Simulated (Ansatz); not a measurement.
**Equation of state of Au**

```xyz
1
Lattice="2.7478 0.0000 0.0000 0.0000 2.7478 0.0000 0.0000 0.0000 2.7478" Properties=species:S:1:pos:R:3 pbc="T T T"
Au    0.0000    0.0000    0.0000
```

Conventional cell: a = 2.748 Å, b = 2.748 Å, c = 2.748 Å, α = 90.00°, β = 90.00°, γ = 90.00°. Au (atom 1) has 6 Au at 2.75 Å as nearest neighbours.

The cell was built from the sc type and relaxed in the same program, and has space group Pm-3m; it needn't be a known or the stable phase.

Spin–orbit coupling is left out, though it moves levels of the heavy atoms by tenths of an eV or more.

All numbers are computed: DFT, PBE, all-electron LAPW, scalar-relativistic (Ansatz 0.2.0); DFT, PBE, PAW with Ansatz's default frozen-core files, scalar-relativistic (Ansatz 0.2.0).

For LAPW: a Γ-centred 12×12×12 k mesh, Fermi–Dirac smearing of 0.08 eV, basis error target 0.25 meV/atom, no spin polarisation. PAW takes a cutoff of 420 eV at this cell. The Ansatz runs share mesh, smearing and spin set-up. Plane-wave (PAW) pressures include the program's estimate of the Pulay term.

The cell above is scaled evenly, with fractional coordinates and shape held.

Question: Estimate the equilibrium volume and bulk modulus that full-potential LAPW gives for this fixed shape.

Answer: V0 = 20.75 Å³/atom, B0 = 105 GPa, B0′ = 5.7, from a third-order Birch–Murnaghan fit to these pressures:
| V/V(cell) | V (Å³/atom) | P, LAPW (GPa) | P, PAW (GPa) |
| --- | --- | --- | --- |
| 0.9405 | 19.513 | 7.66 | 7.66 |
| 0.9700 | 20.125 | 3.48 | 3.48 |
| 1.0000 | 20.748 | 0.00 | 0.00 |
| 1.0300 | 21.370 | -2.84 | -2.84 |
| 1.0600 | 21.993 | -5.17 | -5.17 |

PAW's V0 lies 0.00 % from the all-electron value and its B0 0.0 %. Symmetry fixes shape and coordinates here, so this is the relaxed modulus.
